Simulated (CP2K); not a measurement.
Runs of CP2K 2026.2 on BAs. The structure is cubic, space group Pm-3m (No. 221). The conventional cell has a = 2.934 Å, b = 2.934 Å, c = 2.934 Å, α = 90.00°, β = 90.00°, γ = 90.00°. B (site symmetry m-3m) has 8 As at 2.54 Å as nearest neighbours. As (site symmetry m-3m) is surrounded by 8 B at 2.54 Å. The cell was built by a generator and needn't be a form met in nature.

| level | gap on the mesh (eV) | pressure (GPa) |
| --- | --- | --- |
| MS2 | none | (a) |
| LDA | none | -0.6 |
| PW91 | none | 2.5 |
| OLYP | none | -3.9 |
| PBEsol | none | (b) |

Alike in all rows: task atomic charges; potentials or basis POTENTIAL_UZH B GTH-PBE-q3, As GTH-PBE-q5; TZVP-MOLOPT-PBE-GTH basis; no spin polarisation; cell as given; k mesh 9 × 9 × 9; smearing fermi-dirac 0.05 eV.

Problem. Fill in the values left out.

Solution. (a) 4.5; (b) -1.2.

Caveats: the potentials were made for another functional, which shifts forces and pressure; the basis of atomic orbitals isn't converged, which shifts pressures, moduli and gaps.

A k mesh can miss the band edges, and the runs leave out spin-orbit coupling on As.

A gap of «none» marks a metal or a gap under the smearing width.
